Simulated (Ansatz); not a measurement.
Runs of Ansatz 0.2.0 on WC. The structure is cubic, space group Fm-3m (No. 225). Conventional cell: a = 4.385 Å, b = 4.385 Å, c = 4.385 Å, α = 90.00°, β = 90.00°, γ = 90.00°. Around W (site symmetry m-3m) lie 6 C at 2.19 Å. C (site symmetry m-3m) has 6 W at 2.19 Å as nearest neighbours. Measurements of this composition are mostly on another form, of space group No. 187.

```tsv
task	potentials or basis	k mesh	cutoff (eV)	smearing	basis error allowed	mesh quality	gap on the mesh (eV)	pressure (GPa)
elastic constants	all-electron LAPW, scalar-relativistic	8 × 8 × 8	360	fermi-dirac 0.05 eV	0.001 eV/atom	coarse	none	-9.7
phonons	all-electron LAPW, scalar-relativistic	10 × 10 × 10	360	fermi-dirac 0.05 eV	0.001 eV/atom	not flagged	none	-
density of states	all-electron PAW datasets made for the crystal	10 × 10 × 10	340	fermi-dirac 0.05 eV	-	not flagged	none	(a)
single point	all-electron LAPW, scalar-relativistic	6 × 6 × 6	336	fermi-dirac 0.03 eV	0.001 eV/atom	coarse	none	-9.4
```

Alike in all rows: level PBEsol; no spin polarisation; cell as given.

Question: Fill in the values left out.

Answer: (a) -10.2.

Caveats: some runs use coarse meshes; the k mesh is thin for a metal, which can move the energy by tens of meV per atom (some runs); a metal's response needs a denser mesh (some runs); the cell is more than 3 GPa from zero pressure, which shifts response properties (some runs); elastic constants of metals need much finer meshes, so these are rough (some runs); the program warned that the printed levels may be off, so bands, gaps and densities of states are rough (some runs).

A k mesh can miss the band edges, and the runs leave out spin-orbit coupling on W.

A gap of «none» marks a metal or a gap under the smearing width.

The runs don't all hold the same shells in valence.
